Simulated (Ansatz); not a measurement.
# Br under changes of volume

One of the cells (33.988 Å³/atom); the others are scaled copies at fixed shape and fractional positions:

```
CELL_PARAMETERS angstrom
3.36325 -2.32255 0.00000
3.36325 2.32255 0.00000
0.00000 0.00000 8.70230
ATOMIC_POSITIONS crystal
Br 0.36510 0.63490 0.39010
Br 0.13490 0.86510 0.89010
Br 0.63490 0.36510 0.60990
Br 0.86510 0.13490 0.10990
```

```yaml
Program: Ansatz 0.2.0
Functional: PBEsol
Potentials_or_basis: all-electron LAPW, scalar-relativistic
Cutoff: 348 eV (chosen from the basis error)
Basis_error_allowed: 0.001 eV/atom
k_mesh: 7 × 7 × 3
Occupations: fermi-dirac, width 0.05 eV
Spin: no spin polarisation
```

```csv
volume (Å³/atom),energy over the lowest point (meV/atom),pressure (GPa),gap on the mesh (eV),largest force (eV/Å)
31.949,13.29,2.1,2.04,1.495
32.629,6.01,1.4,1.97,1.217
33.308,1.70,0.7,1.91,0.960
33.988,0.00,0.1,1.85,0.722
34.668,0.64,-0.4,1.79,0.502
35.348,?,?,?,?
36.028,7.89,-1.3,1.67,0.144
```

What does the run at 35.348 Å³/atom give?

Energy over the lowest point 3.34 meV/atom; pressure -0.9 GPa; gap on the mesh 1.73 eV; largest force 0.303 eV/Å.

Worked out: A Birch-Murnaghan fit of order 3 (a polynomial in V^(-2/3)) to the other rows has its minimum at 34.13 Å³/atom with B0 = V·E''(V) = 27 GPa and B' = 5.0 at fixed shape and positions, which overstates the stiffness. It gives 3.35 meV/atom at 35.348 Å³/atom, against the run's 3.34, and -dE/dV = -0.9 GPa, against -0.9. A straight line through the other rows of the gap, of slope -3.05 eV per unit of ln V, gives 1.73 eV, against the run's 1.73.

Energies are extrapolated to zero smearing.

Caveats: an odd mesh through Γ misses points on the zone boundary, where band edges often lie; forces of over 1 eV/Å show positions far from the minimum, so gaps and moduli don't describe the material at rest (some runs). Spin-orbit coupling on Br is left out.
